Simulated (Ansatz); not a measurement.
Phase order of Ir (relativity switched off)

Structure types of Ir are relaxed in primitive cells with their symmetry kept at 0 GPa, first on PAW files, then by LAPW. The enthalpy is E + pV at zero temperature, without zero-point motion. Only the types listed were tried, and differences under about 5 meV/atom are mesh noise.

Computed with Ansatz 0.2.0; functional PBE, non-relativistic. Settings: Fermi–Dirac smearing of 0.05 eV, no spin polarisation. Methods: LAPW: all electrons, basis error target 0.5 meV/atom.

k meshes: fcc 18×18×18, bcc 19×19×19, hcp 17×17×9.

Q: Which type is lowest in enthalpy, and by how much?

A: fcc, 37 meV/atom below hcp. The whole table:

```json
{"start type": "fcc", "ends as": "fcc, Fm-3m", "a, b, c (Å)": "4.022, 4.022, 4.022", "V (Å³/atom)": "16.26", "H − H(lowest), LAPW (meV/atom)": "0.0"}
{"start type": "bcc", "ends as": "bcc, Im-3m", "a, b, c (Å)": "3.224, 3.224, 3.224", "V (Å³/atom)": "16.76", "H − H(lowest), LAPW (meV/atom)": "346.9"}
{"start type": "hcp", "ends as": "hcp, P6_3/mmc", "a, b, c (Å)": "2.860, 2.860, 4.610", "V (Å³/atom)": "16.33", "H − H(lowest), LAPW (meV/atom)": "37.1"}
```
